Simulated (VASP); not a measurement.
# ZnS (F-43m) under biaxial strain in the (001) plane

Wanted: the response of ZnS to biaxial strain in the (001) plane, as a table, with a fit that predicts a row left out.

Method: LDA; plane waves and PAW (Zn, S), in the first sound run; inputs show where later runs differ, in VASP 6.6.1.

## Step 1: The starting structure

The structure is cubic, space group F-43m (No. 216). The conventional cell has a = 5.410 Å, b = 5.410 Å, c = 5.410 Å, α = 90.00°, β = 90.00°, γ = 90.00°. Zn has 4 S at 2.34 Å nearest. S has 4 Zn at 2.34 Å nearest. Farther neighbours and most contacts between anions are not listed.

As a file:

```xyz
2
Lattice="0.0000 2.7050 2.7050 2.7050 0.0000 2.7050 2.7050 2.7050 0.0000" Properties=species:S:1:pos:R:3 pbc="T T T"
Zn    0.0000    0.0000    0.0000
S     1.3525    1.3525    1.3525
```

## Step 2: Relax the crystal, LDA

The series starts from the cell that this level prefers, so that zero strain is near zero stress.

This step took 2 runs in a row; the last is shown.

Level: LDA; plane waves and PAW (Zn, S).

The input, INCAR:

```
SYSTEM = ZnS
PREC = Accurate
ENCUT = 450
EDIFF = 1E-07
NELM = 120
ISMEAR = 0
SIGMA = 0.02
LREAL = .FALSE.
ALGO = Normal
GGA = CA
NBANDS = 15
LASPH = .TRUE.
LORBIT = 11
LWAVE = .FALSE.
LCHARG = .FALSE.
KPAR = 12
IBRION = 2
NSW = 40
ISIF = 3
EDIFFG = -0.005
POTIM = 0.4
```

The input, POSCAR:

```
ZnS
1.0
    0.0000000000      2.6503118734      2.6503118734
    2.6503118734      0.0000000000      2.6503118734
    2.6503118734      2.6503118734      0.0000000000
Zn S
1 1
Direct
    0.0000000000      0.0000000000      0.0000000000
    0.2500000000      0.2500000000      0.2500000000
```

The input, KPOINTS:

```
Automatic mesh
0
Gamma
10 10 10
0 0 0
```

PAW data sets: Zn and S (LDA family, release 64).

Started as:

```sh
$ mpirun -np 12 vasp_std
```

The log of the run:

```text
[banner, memory and clock lines left out]
running   12 mpi-ranks, on    1 nodes
[...]
|                                                                             |
|           W    W    AA    RRRRR   N    N  II  N    N   GGGG   !!!           |
|           W    W   A  A   R    R  NN   N  II  NN   N  G    G  !!!           |
|           W    W  A    A  R    R  N N  N  II  N N  N  G       !!!           |
|           W WW W  AAAAAA  RRRRR   N  N N  II  N  N N  G  GGG   !            |
|           WW  WW  A    A  R   R   N   NN  II  N   NN  G    G                |
|           W    W  A    A  R    R  N    N  II  N    N   GGGG   !!!           |
|                                                                             |
|     For optimal performance we recommend to set                             |
|       NCORE = 2 up to number-of-cores-per-socket                            |
|     NCORE specifies how many cores store one orbital (NPAR=cpu/NCORE).      |
|     This setting can greatly improve the performance of VASP for DFT.       |
[...]
|     Unfortunately you need to use the default for GW and RPA                |
|     calculations (for HF NCORE is supported but not extensively tested      |
|     yet).                                                                   |
|                                                                             |

 LDA part: xc-table for (Slater(with rela. corr.)+CA(PZ))
 , standard interpolation
 POSCAR, INCAR and KPOINTS ok, starting setup
[...]
entering main loop
       N       E                     dE             d eps       ncg     rms          rms(c)
DAV:   1     0.844924030786E+02    0.84492E+02   -0.83039E+03  1417   0.133E+03
DAV:   2    -0.297509783206E+01   -0.87468E+02   -0.82414E+02  1599   0.256E+02
DAV:   3    -0.858274073898E+01   -0.56076E+01   -0.55833E+01  1753   0.659E+01
DAV:   4    -0.864432556651E+01   -0.61585E-01   -0.61569E-01  1669   0.714E+00
[...]
DAV:  11    -0.820746683201E+01    0.32620E-05   -0.10281E-05  2185   0.683E-02    0.404E-03
DAV:  12    -0.820746695399E+01   -0.12199E-06   -0.12543E-06  1697   0.113E-02    0.155E-03
DAV:  13    -0.820746695555E+01   -0.15564E-08   -0.39808E-08  1062   0.174E-03
   1 F= -.82074670E+01 E0= -.82074670E+01  d E =-.820747E+01
[...]
reached required accuracy - stopping structural energy minimisation
```

The job ended after 5.2 s (12 MPI ranks of Intel Xeon Platinum 8488C (Sapphire Rapids), shared host; peak memory 1.8 GiB; 45 s of CPU time).

The logs omit lines about the potential files and the build; timing stands in the text.

OUTCAR, selected parts (step 2):

```text
  Total       -0.0065099     -0.0065099     -0.0065099      0.0000000     -0.0000000      0.0000000
  in kB       -0.2801341     -0.2801341     -0.2801341      0.0000000     -0.0000000      0.0000000
  external PRESSURE =      -0.2801341 kB  Pullay stress =       0.0000000 kB

 POSITION                                       TOTAL-FORCE (eV/Angst)
 -----------------------------------------------------------------------------------
      0.00000      0.00000      0.00000        -0.000000     -0.000000     -0.000000
      1.32516      1.32516      1.32516         0.000000      0.000000      0.000000
 -----------------------------------------------------------------------------------
    total drift:                                0.000001      0.000001      0.000001

  FREE ENERGIE OF THE ION-ELECTRON SYSTEM (eV)
  ---------------------------------------------------
  free  energy   TOTEN  =        -8.2074669555 eV

  energy  without entropy=       -8.2074669555  energy(sigma->0) =       -8.20746696

 reached required accuracy - stopping structural energy minimisation

[... 3 further parts left out ...]
[key lines of the parts left out:]
E-fermi :   2.5842
```

Numbers from this step:

| Property | Result |
| --- | --- |
| energy(sigma→0) of the program | -8.2075 eV |
| stress, compression positive | xx, yy, zz -0.03, -0.03, -0.03 GPa |
| volume | 37.232 Å³ |
| ionic steps | 1 |

## Step 3: Strain along the normal, LDA

One member in full: the plane is strained by 2 %, and the strain along the normal is moved by secant steps until the normal stress is under 0.012 GPa or five steps are spent; the atoms relax at each step.

This step took 3 runs, each at a new trial strain with the atoms of the one before; the last is shown.

Level: LDA; plane waves and PAW (Zn, S); cell typed or built by script.

Changes to INCAR since step 2:

```diff
@@ -15,7 +15,7 @@
 LCHARG = .FALSE.
-KPAR = 12
-IBRION = 2
-NSW = 40
-ISIF = 3
-EDIFFG = -0.005
-POTIM = 0.4
+KPAR = 3
+IBRION = 1
+NSW = 25
+ISIF = 2
+EDIFFG = -0.004
+POTIM = 0.3
```

The input, POSCAR:

```
ZnS
1.0
    0.0000000000      2.7033181110      2.5834726520
    2.7033181110      0.0000000000      2.5834726520
    2.7033181110      2.7033181110      0.0000000000
Zn S
1 1
Direct
    0.0000000000      0.0000000000      0.0000000000
    0.2500000000      0.2500000000      0.2500000000
```

KPOINTS is that of step 2.

Started as:

```sh
$ mpirun -np 3 vasp_std
```

The log of the run:

```text
[banner, memory and clock lines left out]
running    3 mpi-ranks, on    1 nodes
[...]
LDA part: xc-table for (Slater(with rela. corr.)+CA(PZ))
 , standard interpolation
 POSCAR, INCAR and KPOINTS ok, starting setup
[...]
entering main loop
       N       E                     dE             d eps       ncg     rms          rms(c)
DAV:   1     0.814658279981E+02    0.81466E+02   -0.83736E+03  3060   0.132E+03
DAV:   2    -0.331598459537E+01   -0.84782E+02   -0.80126E+02  3431   0.251E+02
DAV:   3    -0.857624273285E+01   -0.52603E+01   -0.52367E+01  3809   0.640E+01
DAV:   4    -0.863334120423E+01   -0.57098E-01   -0.57081E-01  3655   0.689E+00
[...]
DAV:  11    -0.819883935082E+01    0.29657E-05   -0.85278E-06  4828   0.616E-02    0.371E-03
DAV:  12    -0.819883947230E+01   -0.12148E-06   -0.11444E-06  3599   0.913E-03    0.144E-03
DAV:  13    -0.819883946512E+01    0.71836E-08   -0.26168E-08  2384   0.166E-03
   1 F= -.81988395E+01 E0= -.81988395E+01  d E =-.819884E+01
 BRION: g(F)=  0.133E-45 g(S)=  0.000E+00
 reached required accuracy - stopping structural energy minimisation
```

It took 11 s on 3 MPI ranks; peak memory 0.48 GiB.

Parts of OUTCAR (step 3):

```text
  Total       -0.4490984     -0.4490984     -0.0001460      0.0000000      0.0000000      0.0000000
  in kB      -19.0556582    -19.0556582     -0.0061933      0.0000000      0.0000000      0.0000000
  external PRESSURE =     -12.7058366 kB  Pullay stress =       0.0000000 kB

 POSITION                                       TOTAL-FORCE (eV/Angst)
 -----------------------------------------------------------------------------------
      0.00000      0.00000      0.00000         0.000000      0.000000      0.000000
      1.35166      1.35166      1.29174        -0.000000     -0.000000     -0.000000
 -----------------------------------------------------------------------------------
    total drift:                                0.000001      0.000001      0.000000

  FREE ENERGIE OF THE ION-ELECTRON SYSTEM (eV)
  ---------------------------------------------------
  free  energy   TOTEN  =        -8.1988394651 eV

  energy  without entropy=       -8.1988394651  energy(sigma->0) =       -8.19883947

[... 1 part as in an earlier step ...]

[... 3 further parts left out ...]
[key lines of the parts left out:]
E-fermi :   2.6112
```

Read from the output:

- energy(sigma→0) of the program: -8.1988 eV
- stress, compression positive: xx, yy, zz -1.91, -1.91, 0.00 GPa
- ionic steps: 1

## Step 4: Band edges, TB-mBJ with spin-orbit coupling

Short lines in KPOINTS_OPT sample the zone centre along and across the normal of the plane, for masses, and the other valleys.

Level: TB-mBJ, spin-orbit coupling; plane waves and PAW (Zn, S); cell typed or built by script.

TB-mBJ has no energy functional, so the total energy, stress and pressure in this output mean nothing.

The input, INCAR:

```
SYSTEM = ZnS
PREC = Accurate
ENCUT = 450
EDIFF = 1E-06
NELM = 150
ISMEAR = 0
SIGMA = 0.02
LREAL = .FALSE.
ALGO = Normal
METAGGA = MBJ
LASPH = .TRUE.
LNONCOLLINEAR = .TRUE.
MAGMOM = 0 0 0 0 0 0
NBANDS = 28
GGA_COMPAT = .FALSE.
LSORBIT = .TRUE.
LWAVE = .FALSE.
LCHARG = .FALSE.
KPAR = 3
```

POSCAR is that of step 3.

The input, KPOINTS:

```
Automatic mesh
0
Gamma
8 8 8
0 0 0
```

The input, KPOINTS_OPT:

```
Line mode
6
Line-mode
Reciprocal
  0.00000000   0.00000000   0.00000000
  0.02055862   0.02055862   0.00000000

  0.00000000   0.00000000   0.00000000
  0.00000000  -0.02151232  -0.02151232

  0.31000000   0.31000000   0.00000000
  0.50000000   0.50000000   0.00000000

  0.00000000   0.31000000   0.31000000
  0.00000000   0.50000000   0.50000000

  0.45000000   0.45000000   0.45000000
  0.50000000   0.50000000   0.50000000

  0.45000000   0.00000000   0.00000000
  0.50000000   0.00000000   0.00000000

  0.42500000   0.42500000   0.00000000
  0.42500000   0.44651232   0.02151232

  0.50000000   0.50000000   0.50000000
  0.48478849   0.51521151   0.50000000
```

Started as:

```sh
$ mpirun -np 3 vasp_ncl
```

The log of the run:

```text
[banner, memory and clock lines left out]
running    3 mpi-ranks, on    1 nodes
[...]
|                                                                             |
|               ----> ADVICE to this user running VASP <----                  |
|                                                                             |
|     You enforced a specific xc type in the INCAR file but a different       |
|     [... a line on the potential file left out ...]
|     I HOPE YOU KNOW WHAT YOU ARE DOING!                                     |
|                                                                             |

 LDA part: xc-table for (None), standard interpolation
 POSCAR, INCAR and KPOINTS ok, starting setup
[...]
entering main loop
       N       E                     dE             d eps       ncg     rms          rms(c)
DAV:   1     0.965331174572E+02    0.96533E+02   -0.76436E+03  4904   0.140E+03
DAV:   2    -0.151353621204E+02   -0.11167E+03   -0.10515E+03  4996   0.308E+02
DAV:   3    -0.266624234063E+02   -0.11527E+02   -0.11374E+02  5696   0.102E+02
DAV:   4    -0.269376172154E+02   -0.27519E+00   -0.27468E+00  5600   0.158E+01
[...]
DAV:  37    -0.242263288960E+02   -0.16527E-04   -0.22383E-09  2472   0.569E-04    0.405E-04
DAV:  38    -0.242262675651E+02    0.61331E-04   -0.54652E-10  2472   0.266E-04    0.522E-04
DAV:  39    -0.242262678414E+02   -0.27628E-06   -0.66047E-10  2472   0.303E-04
   1 F= -.24226268E+02 E0= -.24226268E+02  d E =-.170804E-31  mag=    -0.0000     0.0000    -0.0000
 Start KPOINTS_OPT (optional k-point list driver)
k-point batch [1-48\48]
       N       E                     dE             ncg
DAV:   1     0.428616590308E+04   -0.14964E+05     2700
DAV:   2    -0.129834207284E+04   -0.55845E+04     2760
DAV:   3    -0.186076023153E+04   -0.56242E+03     3108
DAV:   4    -0.187188423935E+04   -0.11124E+02     3184
DAV:   5    -0.187197846241E+04   -0.94223E-01     3296
DAV:   6    -0.187197994347E+04   -0.14811E-02     3328
DAV:   7    -0.187197997400E+04   -0.30526E-04     3324
DAV:   8    -0.187197997464E+04   -0.64570E-06     2408
```

The job ended after 3.4 min (3 MPI ranks; peak memory 1.2 GiB).

Parts of OUTCAR (step 4):

```text
  LATTYP: Found a body centered tetragonal cell.
 ALAT       =     3.8230691360
 C/A-ratio  =     1.3515176211

 Subroutine GETGRP returns: Found  8 space group operations
 (whereof  8 operations were pure point group operations)

The static configuration has the point symmetry D_2d.

 Found     87 irreducible k-points:

   k-points           NKPTS =     87   k-points in BZ     NKDIM =     87   number of bands    NBANDS=     28

   dimension x,y,z NGX =    28 NGY =   28 NGZ =   28
   dimension x,y,z NGXF=    56 NGYF=   56 NGZF=   56

   ENCUT  =  450.0 eV  33.07 Ry    5.75 a.u.   6.47  6.47  6.61*2*pi/ulx,y,z

   NELECT =      18.0000    total number of electrons

 E-fermi :   3.0734

 k-point     1 :       0.0000    0.0000    0.0000
  band No.  band energies     occupation
    ...
     14       2.7546      1.00000
     15       2.7845      1.00000
     16       2.7845      1.00000
     17       2.9154      1.00000
     18       2.9154      1.00000
     19       6.6605      0.00000
     20       6.6605      0.00000
     21      10.2424      0.00000
     22      10.2424      0.00000
     23      10.3646      0.00000
    ...

 k-point     2 :       0.1250    0.0000    0.0000
  band No.  band energies     occupation
    ...
     14       1.9142      1.00000
     15       2.6171      1.00000
     16       2.6236      1.00000
     17       2.7399      1.00000
     18       2.7495      1.00000
     19       7.3268      0.00000
     20       7.3269      0.00000
     21      10.2097      0.00000
     22      10.2423      0.00000
     23      10.5382      0.00000
    ...

  Total      -92.7247059    -92.7247059    -91.9886859      0.0000000     -0.0000000     -0.0000000
  in kB    -3934.3942329  -3934.3942329  -3903.1642274      0.0000000     -0.0000000     -0.0000000
  external PRESSURE =   -3923.9842311 kB  Pullay stress =       0.0000000 kB

 POSITION                                       TOTAL-FORCE (eV/Angst)
 -----------------------------------------------------------------------------------
      0.00000      0.00000      0.00000        -0.000000      0.000000      0.000000
      1.35166      1.35166      1.29174         0.000000     -0.000000      0.000000
 -----------------------------------------------------------------------------------
    total drift:                                0.000001      0.000001      0.000000

  FREE ENERGIE OF THE ION-ELECTRON SYSTEM (eV)
  ---------------------------------------------------
  free  energy   TOTEN  =       -24.2262678414 eV

  energy  without entropy=      -24.2262678414  energy(sigma->0) =      -24.22626784

 Spin-Orbit-Coupling matrix elements
 Ion:    1  E_soc:     -0.0075744
 Ion:    2  E_soc:     -0.0020837

[... 1 part as in an earlier step ...]

[... 7 further parts left out ...]
```

## Step 5: Band edges, r2SCAN with spin-orbit coupling

Short lines in KPOINTS_OPT sample the zone centre along and across the normal of the plane, for masses, and the other valleys.

Level: r2SCAN, spin-orbit coupling; plane waves and PAW (Zn, S); cell typed or built by script.

Changes to INCAR since step 4:

```diff
@@ -4,3 +4,3 @@
 EDIFF = 1E-06
-NELM = 150
+NELM = 100
 ISMEAR = 0
@@ -9,3 +9,3 @@
 ALGO = Normal
-METAGGA = MBJ
+METAGGA = R2SCAN
 LASPH = .TRUE.
```

POSCAR is that of step 4.

KPOINTS is that of step 4.

KPOINTS_OPT is that of step 4.

Started as:

```sh
$ mpirun -np 3 vasp_ncl
```

The log of the run:

```text
[banner, memory and clock lines left out]
running    3 mpi-ranks, on    1 nodes
[...]
[... a notice as in an earlier step ...]

 LDA part: xc-table for (None), standard interpolation
 POSCAR, INCAR and KPOINTS ok, starting setup
[...]
entering main loop
       N       E                     dE             d eps       ncg     rms          rms(c)
DAV:   1    -0.487146459432E+02   -0.48715E+02   -0.80017E+03  4888   0.146E+03
DAV:   2    -0.163991920307E+03   -0.11528E+03   -0.10878E+03  4972   0.326E+02
DAV:   3    -0.176060323995E+03   -0.12068E+02   -0.11924E+02  5680   0.106E+02
DAV:   4    -0.176342558815E+03   -0.28223E+00   -0.28170E+00  5612   0.165E+01
[...]
DAV:  12    -0.173307183572E+03   -0.60250E-04   -0.75530E-05  5328   0.185E-01    0.348E-02
DAV:  13    -0.173307190286E+03   -0.67139E-05   -0.24140E-05  6108   0.103E-01    0.693E-03
DAV:  14    -0.173307190014E+03    0.27228E-06   -0.10263E-06  4176   0.108E-02
   1 F= -.17330719E+03 E0= -.17330719E+03  d E =-.737264E-30  mag=    -0.0000     0.0000     0.0000
 Start KPOINTS_OPT (optional k-point list driver)
k-point batch [1-48\48]
       N       E                     dE             ncg
DAV:   1     0.354845467953E+04   -0.15702E+05     2700
DAV:   2    -0.212528666620E+04   -0.56737E+04     2752
DAV:   3    -0.272073720675E+04   -0.59545E+03     3124
DAV:   4    -0.273434698929E+04   -0.13610E+02     3136
DAV:   5    -0.273451710631E+04   -0.17012E+00     3296
DAV:   6    -0.273452073429E+04   -0.36280E-02     3248
DAV:   7    -0.273452083202E+04   -0.97733E-04     3396
DAV:   8    -0.273452083469E+04   -0.26638E-05     2520
DAV:   9    -0.273452083492E+04   -0.23471E-06     2184
```

Wall time 4.9 min (3 MPI ranks); peak memory 1.1 GiB.

[end of part 1 of 2]

[Lines on the potential files, build, host, timing and source positions are cut from VASP's logs without a mark.]

[Logs are printed without paths, hosts, clocks, repeated set-up lines and the standing remarks that a program may print on its own settings, such as how far it seeks lower states.]

[Hosts, paths, dates, database ids (printed as entryN), source tags and the programs' standing remarks are cut or masked in the printed files.]

[In band tables of VASP the shares of atoms and orbitals are scaled to a sum of 1 inside the atoms' spheres.]
